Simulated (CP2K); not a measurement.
# Pt (Fm-3m) in CP2K: equation of state

How stiff is Pt in PBEsol, and what volume does it want? The cell is scaled to several volumes.

Everything below comes from runs of CP2K 2026.2. Logs are shortened: lines on timing, memory, paths and dates and some standing lists are left out, and cuts for length are marked.

### Step 1. The structure

Symmetry: Fm-3m, No. 225, cubic system. Conventional cell: a = 3.922 Å, b = 3.922 Å, c = 3.922 Å, α = 90.00°, β = 90.00°, γ = 90.00°. Around Pt (site symmetry m-3m) lie 12 Pt at 2.77 Å.

### Step 2. Single point, PBEsol, 15.08 Å³/atom

Contents of pt_eos.inp:

```
&GLOBAL
  PROJECT pt_eos
  RUN_TYPE ENERGY_FORCE
  PRINT_LEVEL LOW
&END GLOBAL
&FORCE_EVAL
  METHOD QS
  STRESS_TENSOR ANALYTICAL
  &DFT
    BASIS_SET_FILE_NAME BASIS_MOLOPT_UZH
    POTENTIAL_FILE_NAME POTENTIAL_UZH
    &MGRID
      CUTOFF 450
      REL_CUTOFF 60
      NGRIDS 4
    &END MGRID
    &QS
      METHOD GPW
      EPS_DEFAULT 1.0E-10
    &END QS
    &KPOINTS
      SCHEME MONKHORST-PACK 12 12 12
      GAMMA_CENTERED T
      SYMMETRY T
      SYMMETRY_BACKEND SPGLIB
    &END KPOINTS
    &SCF
      SCF_GUESS ATOMIC
      EPS_SCF 1.0E-6
      MAX_SCF 100
      ADDED_MOS 11
      CHOLESKY OFF
      EPS_EIGVAL 1.0E-7
      &DIAGONALIZATION ON
        ALGORITHM STANDARD
      &END DIAGONALIZATION
      &MIXING ON
        METHOD BROYDEN_MIXING
        ALPHA 0.4
        BETA 1.5
        NBUFFER 8
      &END MIXING
      &SMEAR ON
        METHOD FERMI_DIRAC
        ELECTRONIC_TEMPERATURE 580.23
      &END SMEAR
    &END SCF
    &XC
      &XC_FUNCTIONAL
        &GGA_X_PBE_SOL
        &END GGA_X_PBE_SOL
        &GGA_C_PBE_SOL
        &END GGA_C_PBE_SOL
      &END XC_FUNCTIONAL
    &END XC
    &PRINT
      &KPOINTS ON
      &END KPOINTS
      &MULLIKEN ON
      &END MULLIKEN
      &MO ON
        ENERGIES T
        OCCUPATION_NUMBERS T
        &EACH
          QS_SCF 0
        &END EACH
        ADD_LAST NUMERIC
      &END MO
    &END PRINT
  &END DFT
  &SUBSYS
    &CELL
      A 2.7731313745 0.0000000000 0.0000000000
      B 1.3865656872 2.4016022183 0.0000000000
      C 1.3865656872 0.8005340728 2.2642522857
      PERIODIC XYZ
    &END CELL
    &COORD
      Pt  0.0000000000 0.0000000000 0.0000000000
    &END COORD
    &KIND Pt
      BASIS_SET TZVP-MOLOPT-PBE-GTH-q18
      POTENTIAL GTH-PBE-q18
    &END KIND
    &PRINT
      &ATOMIC_COORDINATES ON
      &END ATOMIC_COORDINATES
      &CELL ON
      &END CELL
    &END PRINT
  &END SUBSYS
  &PRINT
    &FORCES ON
    &END FORCES
    &STRESS_TENSOR ON
    &END STRESS_TENSOR
  &END PRINT
&END FORCE_EVAL
```

Potentials or basis: POTENTIAL_UZH Pt GTH-PBE-q18; TZVP-MOLOPT-PBE-GTH basis.

The run is started by

```bash
$ OMP_NUM_THREADS=1 cp2k.psmp -i pt_eos.inp -o pt_eos.out
```

pt_eos.out:

```text

 CP2K| version string:                                       CP2K version 2026.2
 CP2K| Input file name                                                pt_eos.inp

 GLOBAL| Force Environment number                                              1
 GLOBAL| Basis set file name                                    BASIS_MOLOPT_UZH
 GLOBAL| Potential file name                                       POTENTIAL_UZH
 GLOBAL| MM Potential file name                                     MM_POTENTIAL
 GLOBAL| Coordinate file name                                      __STD_INPUT__
 GLOBAL| Method name                                                        CP2K
 GLOBAL| Project name                                                     pt_eos
 GLOBAL| Run type                                                   ENERGY_FORCE
 GLOBAL| FFT library                                                       FFTW3
[... 6 lines left out ...]
 GLOBAL| Total number of message passing processes                             1
 GLOBAL| Number of threads for this process                                    1
 GLOBAL| CPU model name                          AMD EPYC 9R45 96-Core Processor

 CELL| Volume [angstrom^3]:                                            15.079826
 CELL| Vector a [angstrom]:       2.773     0.000     0.000   |a| =     2.773131
 CELL| Vector b [angstrom]:       1.387     2.402     0.000   |b| =     2.773131
 CELL| Vector c [angstrom]:       1.387     0.801     2.264   |c| =     2.773131
 CELL| Angle (b,c), alpha [degree]:                                    60.000000
 CELL| Angle (a,c), beta  [degree]:                                    60.000000
 CELL| Angle (a,b), gamma [degree]:                                    60.000000
 CELL| Numerically orthorhombic:                                              NO
 CELL| Periodicity                                                           XYZ

 CELL_REF| Volume [angstrom^3]:                                        15.079826
 CELL_REF| Vector a [angstrom     2.773     0.000     0.000   |a| =     2.773131
 CELL_REF| Vector b [angstrom     1.387     2.402     0.000   |b| =     2.773131
 CELL_REF| Vector c [angstrom     1.387     0.801     2.264   |c| =     2.773131
 CELL_REF| Angle (b,c), alpha [degree]:                                60.000000
 CELL_REF| Angle (a,c), beta  [degree]:                                60.000000
[... 12 lines left out ...]
 TOTAL NUMBERS AND MAXIMUM NUMBERS

  Total number of            - Atomic kinds:                                   1
                             - Atoms:                                          1
                             - Shell sets:                                     1
                             - Shells:                                        11
                             - Primitive Cartesian functions:                  6
                             - Cartesian basis functions:                     41
                             - Spherical basis functions:                     35

  Maximum angular momentum of- Orbital basis functions:                        3
                             - Local part of the GTH pseudopotential:          2
                             - Non-local part of the GTH pseudopotential:      5

 MODULE QUICKSTEP: ATOMIC COORDINATES IN ANGSTROM

   Atom Kind Element         X             Y             Z       Z(eff)     Mass
      1    1 Pt   78      0.000000      0.000000      0.000000  18.0000 195.0840

 SCF PARAMETERS         Density guess:                                    ATOMIC
                        --------------------------------------------------------
                        max_scf:                                             100
[... 7 lines left out ...]
                        --------------------------------------------------------
                        level_shift [a.u.]:                             0.000000
                        added MOs                                        11    0
                        --------------------------------------------------------
                        Mixing method:                            BROYDEN_MIXING
                                                charge density mixing in g-space
                        --------------------------------------------------------
                        Smear method:                                FERMI_DIRAC
                        Electronic temperature [K]:                        580.2
                        Electronic temperature [a.u.]:                  1.84E-03
                        Accuracy threshold:                             1.00E-10
                        --------------------------------------------------------
                        No outer SCF

 *******************************************************************************
                                    Kpoints
[... 31 lines left out ...]

 SCF WAVEFUNCTION OPTIMIZATION

  Step     Update method      Time    Convergence         Total energy    Change
  ------------------------------------------------------------------------------
     1 NoMix/Diag. 0.40E+00    5.3     0.25452739      -120.3926185705 -1.20E+02
     2 Broy./Diag. 0.40E+00    3.7     0.12760200      -121.2963020033 -9.04E-01
     3 Broy./Diag. 0.40E+00    3.7     0.15076969      -120.5673352982  7.29E-01
     4 Broy./Diag. 0.40E+00    3.7     0.02473057      -120.0796835850  4.88E-01
     5 Broy./Diag. 0.40E+00    3.8     0.00148910      -120.1077880309 -2.81E-02
     6 Broy./Diag. 0.40E+00    3.8     0.00030446      -120.0933107857  1.45E-02
     7 Broy./Diag. 0.40E+00    3.7     0.00075642      -120.0937395629 -4.29E-04
     8 Broy./Diag. 0.40E+00    3.7     0.00018928      -120.0919639656  1.78E-03
     9 Broy./Diag. 0.40E+00    3.7     0.00004628      -120.0925889928 -6.25E-04
    10 Broy./Diag. 0.40E+00    3.7     0.00002409      -120.0924480703  1.41E-04
    11 Broy./Diag. 0.40E+00    3.7     0.00000184      -120.0925092308 -6.12E-05
    12 Broy./Diag. 0.40E+00    3.8     0.00000024      -120.0925035022  5.73E-06

  *** SCF run converged in    12 steps ***

  Electronic density on regular grids:        -18.0000000007       -0.0000000007
  Core density on regular grids:               17.9999999989       -0.0000000011
  Total charge density on r-space grids:       -0.0000000017
  Total charge density g-space grids:          -0.0000000017

  Overlap energy of the core charge distribution:               0.00000000004771
  Self energy of the core charge distribution:               -182.71032952616147
  Core Hamiltonian energy:                                     40.52943781729326
  Hartree energy:                                              33.69346960354164
  Exchange-correlation energy:                                -11.60450238463804
  Electronic entropic energy:                                  -0.00057901226396
  Fermi energy:                                                 0.58962167832453

  Total energy:                                              -120.09250350220785
  Total energy (extrapolated to T->0):                       -120.09221399607587

 MO| EIGENVALUES AND OCCUPATION NUMBERS FOR K POINT 1
 MO|
 MO|  Index      Eigenvalue [a.u.]        Eigenvalue [eV]             Occupation
 MO|      1              -3.021427             -82.217203               2.000000
 MO|      2              -1.365225             -37.149670               2.000000
 MO|      3              -1.351653             -36.780336               2.000000
 MO|      4              -1.351653             -36.780336               2.000000
 MO|      5               0.314365               8.554297               2.000000
 MO|      6               0.448218              12.196621               2.000000
[... 12 lines left out ...]
 MO|     19               1.948001              53.007804               0.000000
 MO|     20               2.054652              55.909917               0.000000
 MO| Sum:                                                              19.953890
 MO| E(Fermi):            0.589622 a.u.         16.044422 eV
[... 315 lines left out ...]
 MO|  Index      Eigenvalue [a.u.]        Eigenvalue [eV]             Occupation
 MO|      1              -3.021518             -82.219673               2.000000
 MO|      2              -1.361831             -37.057307               2.000000
 MO|      3              -1.353408             -36.828099               2.000000
 MO|      4              -1.351619             -36.779410               2.000000
 MO|      5               0.332126               9.037619               2.000000
 MO|      6               0.428301              11.654672               2.000000
[... 12 lines left out ...]
 MO|     19               2.008771              54.661442               0.000000
 MO|     20               2.074633              56.453641               0.000000
 MO| Sum:                                                              18.000439
 MO| E(Fermi):            0.589622 a.u.         16.044422 eV

 [... the levels of further k-points ...]

 !-----------------------------------------------------------------------------!
                     Mulliken Population Analysis

 #  Atom  Element  Kind  Atomic population                           Net charge
       1     Pt       1         18.000000                              0.000000
 # Total charge                             18.000000                  0.000000

 !-----------------------------------------------------------------------------!

 ENERGY| Total FORCE_EVAL ( QS ) energy [hartree]           -120.092504342756342

 FORCES| Atomic forces [hartree/bohr]
 FORCES|   Atom     x               y               z               |f|
 FORCES|      1  6.11487669E-14 -7.93336575E-14  2.03361898E-13   2.26691558E-13
 FORCES| Sum     6.11487669E-14 -7.93336575E-14  2.03361898E-13
 FORCES| Total atomic force                                       2.26691558E-13

 STRESS| Analytical stress tensor [bar]
 STRESS|                        x                   y                   z
 STRESS|      x       -2.14100400262E+03   3.81927366019E+00   2.71395592996E+00
 STRESS|      y        3.81927366019E+00  -2.14534291463E+03   1.37083876340E+00
 STRESS|      z        2.71395592996E+00   1.37083876340E+00  -2.14674652356E+03
 STRESS| 1/3 Trace                                            -2.14436448027E+03
 STRESS| Determinant                                          -9.86035870364E+09

 STRESS| Eigenvectors and eigenvalues of the analytical stress tensor [bar]
 STRESS|                        1                   2                   3
 STRESS| Eigenvalues  -2.14786805819E+03  -2.14746938261E+03  -2.13775600002E+03
 STRESS|      x          -0.486160551432     -0.297205976201      0.821776445234
 STRESS|      y           0.287282613087      0.833762448981      0.471496425106
 STRESS|      z           0.825297896792     -0.465305046588      0.319960302491
```

Wall time 55 s (1 thread of AMD EPYC 9R45 (Zen 5), shared host); peak memory 0.31 GiB.

What came out:

```yaml
Free_energy: -3267.8832 eV
Pressure: -0.2 GPa
Band_gap_on_the_k_mesh: none (metal or under the smearing width)
```

Caveat: the potentials were made for another functional, which shifts forces and pressure; the basis of atomic orbitals isn't converged, which shifts pressures, moduli and gaps.

### Step 3. Single point, PBEsol, 14.78 Å³/atom (volume scaled by 0.98)

Changes to pt_eos.inp since step 2:

```diff
@@ -11,2 +11,3 @@
     POTENTIAL_FILE_NAME POTENTIAL_UZH
+    WFN_RESTART_FILE_NAME previous-RESTART.kp
     &MGRID
@@ -27,3 +28,3 @@
     &SCF
-      SCF_GUESS ATOMIC
+      SCF_GUESS RESTART
       EPS_SCF 1.0E-6
@@ -72,5 +73,5 @@
     &CELL
-      A 2.7731313745 0.0000000000 0.0000000000
-      B 1.3865656872 2.4016022183 0.0000000000
-      C 1.3865656872 0.8005340728 2.2642522857
+      A 2.7545191937 0.0000000000 0.0000000000
+      B 1.3772595968 2.3854835969 0.0000000000
+      C 1.3772595968 0.7951611990 2.2490555037
       PERIODIC XYZ
```

Potentials or basis: POTENTIAL_UZH Pt GTH-PBE-q18; TZVP-MOLOPT-PBE-GTH basis.

The run is started by

```bash
$ OMP_NUM_THREADS=1 cp2k.psmp -i pt_eos.inp -o pt_eos.out
```

It took 47 s on 1 thread of AMD EPYC 9R45 (Zen 5), shared host; peak memory 0.31 GiB.

It converged, with:

```yaml
Free_energy: -3267.8779 eV
Pressure: 6.0 GPa
Band_gap_on_the_k_mesh: none (metal or under the smearing width)
```

Caveat: the potentials were made for another functional, which shifts forces and pressure; the basis of atomic orbitals isn't converged, which shifts pressures, moduli and gaps.

### Step 4. Single point, PBEsol, 15.38 Å³/atom (volume scaled by 1.02)

Changes to pt_eos.inp since step 3:

```diff
@@ -73,5 +73,5 @@
     &CELL
-      A 2.7545191937 0.0000000000 0.0000000000
-      B 1.3772595968 2.3854835969 0.0000000000
-      C 1.3772595968 0.7951611990 2.2490555037
+      A 2.7914970182 0.0000000000 0.0000000000
+      B 1.3957485090 2.4175073323 0.0000000000
+      C 1.3957485090 0.8058357775 2.2792477710
       PERIODIC XYZ
```

The run is started by

```bash
$ OMP_NUM_THREADS=1 cp2k.psmp -i pt_eos.inp -o pt_eos.out
```

Wall time 47 s (1 thread of AMD EPYC 9R45 (Zen 5), shared host); peak memory 0.31 GiB.

The run converged. Its results:

| Item | Value |
| --- | --- |
| Free energy | -3267.8776 eV |
| Pressure | -5.7 GPa |
| Band gap on the k mesh | none (metal or under the smearing width) |

Caveat: the potentials were made for another functional, which shifts forces and pressure; the basis of atomic orbitals isn't converged, which shifts pressures, moduli and gaps.

### Step 5. Single point, PBEsol, 14.48 Å³/atom (volume scaled by 0.96)

Changes to pt_eos.inp since step 4:

```diff
@@ -73,5 +73,5 @@
     &CELL
-      A 2.7914970182 0.0000000000 0.0000000000
-      B 1.3957485090 2.4175073323 0.0000000000
-      C 1.3957485090 0.8058357775 2.2792477710
+      A 2.7356520318 0.0000000000 0.0000000000
+      B 1.3678260158 2.3691441554 0.0000000000
+      C 1.3678260158 0.7897147185 2.2336505305
       PERIODIC XYZ
```

The run is started by

```bash
$ OMP_NUM_THREADS=1 cp2k.psmp -i pt_eos.inp -o pt_eos.out
```

Wall time 49 s (1 thread of AMD EPYC 9R45 (Zen 5), shared host); peak memory 0.31 GiB.

It converged, with:

| Property | Result |
| --- | --- |
| Free energy | -3267.8602 eV |
| Pressure | 13.0 GPa |
| Band gap on the k mesh | none (metal or under the smearing width) |

Caveat: the potentials were made for another functional, which shifts forces and pressure; the basis of atomic orbitals isn't converged, which shifts pressures, moduli and gaps.

### Step 6. Single point, PBEsol, 15.68 Å³/atom (volume scaled by 1.04)

Changes to pt_eos.inp since step 5:

```diff
@@ -73,5 +73,5 @@
     &CELL
-      A 2.7356520318 0.0000000000 0.0000000000
-      B 1.3678260158 2.3691441554 0.0000000000
-      C 1.3678260158 0.7897147185 2.2336505305
+      A 2.8096241301 0.0000000000 0.0000000000
+      B 1.4048120650 2.4332058717 0.0000000000
+      C 1.4048120650 0.8110686239 2.2940484959
       PERIODIC XYZ
```

Potentials or basis: POTENTIAL_UZH Pt GTH-PBE-q18; TZVP-MOLOPT-PBE-GTH basis.

The run is started by

```bash
$ OMP_NUM_THREADS=1 cp2k.psmp -i pt_eos.inp -o pt_eos.out
```

Wall time 43 s (1 thread of AMD EPYC 9R45 (Zen 5), shared host); peak memory 0.3 GiB.

It converged, with:

```yaml
Free_energy: -3267.8623 eV
Pressure: -10.5 GPa
Band_gap_on_the_k_mesh: none (metal or under the smearing width)
```

Caveat: the potentials were made for another functional, which shifts forces and pressure; the basis of atomic orbitals isn't converged, which shifts pressures, moduli and gaps.

### Step 7. Single point, PBEsol, 14.18 Å³/atom (volume scaled by 0.94)

Changes to pt_eos.inp since step 6:

```diff
@@ -73,5 +73,5 @@
     &CELL
-      A 2.8096241301 0.0000000000 0.0000000000
-      B 1.4048120650 2.4332058717 0.0000000000
-      C 1.4048120650 0.8110686239 2.2940484959
+      A 2.7165209721 0.0000000000 0.0000000000
+      B 1.3582604860 2.3525761717 0.0000000000
+      C 1.3582604860 0.7841920573 2.2180300857
       PERIODIC XYZ
```

The run is started by

```bash
$ OMP_NUM_THREADS=1 cp2k.psmp -i pt_eos.inp -o pt_eos.out
```

It took 51 s on 1 thread of AMD EPYC 9R45 (Zen 5), shared host; peak memory 0.31 GiB.

It converged, with:

```
Free energy            : -3267.8282 eV
Pressure               : 21.1 GPa
Band gap on the k mesh : none (metal or under the smearing width)
```

Caveat: the potentials were made for another functional, which shifts forces and pressure; the basis of atomic orbitals isn't converged, which shifts pressures, moduli and gaps.

### Step 8. Single point, PBEsol, 15.98 Å³/atom (volume scaled by 1.06)

Changes to pt_eos.inp since step 7:

```diff
@@ -73,5 +73,5 @@
     &CELL
-      A 2.7165209721 0.0000000000 0.0000000000
-      B 1.3582604860 2.3525761717 0.0000000000
-      C 1.3582604860 0.7841920573 2.2180300857
+      A 2.8275203077 0.0000000000 0.0000000000
+      B 1.4137601538 2.4487044161 0.0000000000
+      C 1.4137601538 0.8162348054 2.3086606637
       PERIODIC XYZ
```

The run is started by

```bash
$ OMP_NUM_THREADS=1 cp2k.psmp -i pt_eos.inp -o pt_eos.out
```

Run time: 46 s. Hardware: 1 thread of AMD EPYC 9R45 (Zen 5), shared host; peak memory 0.31 GiB.

It converged, with:

```
Free energy            : -3267.8386 eV
Pressure               : -14.7 GPa
Band gap on the k mesh : none (metal or under the smearing width)
```

Caveat: the potentials were made for another functional, which shifts forces and pressure; the basis of atomic orbitals isn't converged, which shifts pressures, moduli and gaps.

### Step 9. Equation of state, PBEsol

Potentials or basis: POTENTIAL_UZH Pt GTH-PBE-q18; TZVP-MOLOPT-PBE-GTH basis.

No new run: the results of the series are fitted here.

Results:

- Equilibrium volume: 15.07 Å³/atom
- Bulk modulus: 292 GPa
- Pressure derivative of the bulk modulus: 5.4

Energy against volume, from the lowest point:
```tsv
volume (Å³/atom)	energy (meV/atom)
14.175	55.00
14.477	23.08
14.778	5.31
15.080	0.00
15.381	5.64
15.683	20.90
15.985	44.65
```

Caveat: the potentials were made for another functional, which shifts forces and pressure; the basis of atomic orbitals isn't converged, which shifts pressures, moduli and gaps. Spin-orbit coupling is left out, which matters for the levels of Pt.
